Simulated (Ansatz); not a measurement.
Crystal: WS2, a slab with vacuum.

```xyz
12
Lattice="3.1831 0.0000 0.0000 -1.5916 2.7567 0.0000 0.0000 0.0000 35.1806" Properties=species:S:1:pos:R:3 pbc="T T T"
W     0.0000    1.8378   20.8380
W     0.0000    1.8378    7.8593
W     1.5916    0.9189   27.3212
W     1.5916    0.9189   14.3425
S     0.0000    1.8378   28.8885
S     0.0000    1.8378   15.9024
S     1.5916    0.9189   22.3967
S     1.5916    0.9189    9.4193
S     0.0000    1.8378   25.7613
S     0.0000    1.8378   12.7839
S     1.5916    0.9189   19.2781
S     1.5916    0.9189    6.2921
```

Base run:

* Program: Ansatz 0.2.0
* Functional: PBEsol
* Potentials or basis: Ansatz PAW
* Cutoff: 420 eV
* Density cutoff: 1680 eV
* k mesh: 7 × 7 × 1
* Occupations: fermi-dirac, width 0.05 eV
* Spin: no spin polarisation

Its results: band gap on the k mesh 1.38 eV, indirect (least direct gap 2.37 eV); largest force 0.266 eV/Å.

Question: The run is repeated on the same cell with these changes: functional from PBEsol to r2SCAN; cutoff from 420 eV to 500 eV; density cutoff from 1680 eV to 2000 eV. What comes out?

Answer: Band gap on the k mesh 1.53 eV, indirect (least direct gap 2.51 eV); largest force 0.170 eV/Å.

r2SCAN gives the wider gap, since meta-GGAs in the generalised Kohn-Sham scheme recover part of the derivative discontinuity.

Caveats: the k mesh misses the band edges, so the gap on the mesh is wider than the one along the path; spin-orbit coupling is left out, which moves the levels of the heavy elements; the PAW data sets come from PBE, with cores solved anew for the run's functional, which leaves a small shift of forces and pressure.

Not every run made on this cell is shown here.
